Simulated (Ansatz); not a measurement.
Ti under changes of volume

One of the cells (17.676 Å³/atom); the others are scaled copies at fixed shape and fractional positions:

```
CELL_PARAMETERS angstrom
-1.64100 1.64100 1.64100
1.64100 -1.64100 1.64100
1.64100 1.64100 -1.64100
ATOMIC_POSITIONS crystal
Ti 0.00000 0.00000 0.00000
```

This isn't the form of Ti at room conditions, which is hcp.

* Program: Ansatz 0.2.0
* Functional: r2SCAN
* Potentials or basis: Ansatz PAW
* Cutoff: 500 eV (not typed: the program's choice for these potentials)
* k mesh: 11 × 11 × 11
* Occupations: fermi-dirac, width 0.05 eV
* Spin: no spin polarisation

```csv
volume (Å³/atom),energy over the lowest point (meV/atom),pressure (GPa)
16.616,6.83,4.1
16.969,?,?
17.323,0.00,-0.7
17.676,4.05,-2.8
18.030,12.51,-4.7
18.383,25.10,-6.5
18.737,41.46,-8.2
```

**Question.** What does the run at 16.969 Å³/atom give?

**Answer.** Energy over the lowest point 0.79 meV/atom; pressure 1.6 GPa.

Worked out: A Birch-Murnaghan fit of order 3 (a polynomial in V^(-2/3)) to the other rows has its minimum at 17.20 Å³/atom with B0 = V·E''(V) = 110 GPa and B' = 3.0. It gives 0.80 meV/atom at 16.969 Å³/atom, against the run's 0.79, and -dE/dV = 1.5 GPa, against 1.6.

Energies are extrapolated to zero smearing.

Caveats: the PAW data sets come from PBE, with cores solved anew for the run's functional, which leaves a small shift of forces and pressure.
